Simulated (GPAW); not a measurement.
# Ge in GPAW: the effect of strain uniaxial z

The system is Ge.

```
CELL_PARAMETERS angstrom
3.99759 0.00000 0.00000
-1.99879 3.46201 0.00000
0.00000 0.00000 6.33540
ATOMIC_POSITIONS crystal
Ge 0.33333 0.66667 0.93710
Ge 0.66667 0.33333 0.43710
Ge 0.33333 0.66667 0.56290
Ge 0.66667 0.33333 0.06290
```

This isn't the form of Ge at room conditions, which is diamond.

Alike in all runs:

| Item | Value |
| --- | --- |
| Program | GPAW 26.7.0 |
| Task | band structure |
| Functional | PBEsol |
| Potentials or basis | PAW data sets generated in the run's folder for this functional |
| Cutoff | 600 eV |
| Basis | pw |
| k mesh | 6 × 6 × 3 |
| Occupations | fermi-dirac, width 0.05 eV |
| Spin | no spin polarisation |
| Maxiter | 150 |
| Band path | GMKGALHA,LM,KH |
| Band points | 80 |

Question: One run gave: pressure -0.9 GPa; largest force 0.20 eV/Å. Which strain uniaxial z did it use?
A. -0.02
B. 0
C. 0.01
D. 0.02
E. 0.04

Answer: D.

```csv
strain uniaxial z,pressure (GPa),largest force (eV/Å)
-0.04,3.7,0.53
-0.02,1.8,0.22
-0.01,1.0,0.09
0,0.4,0.02
0.01,-0.2,0.12
0.02,-0.9,0.20
0.04,-2.0,0.32
```

Caveats: the density grid can change from cell to cell, which puts small steps into energies and stress.
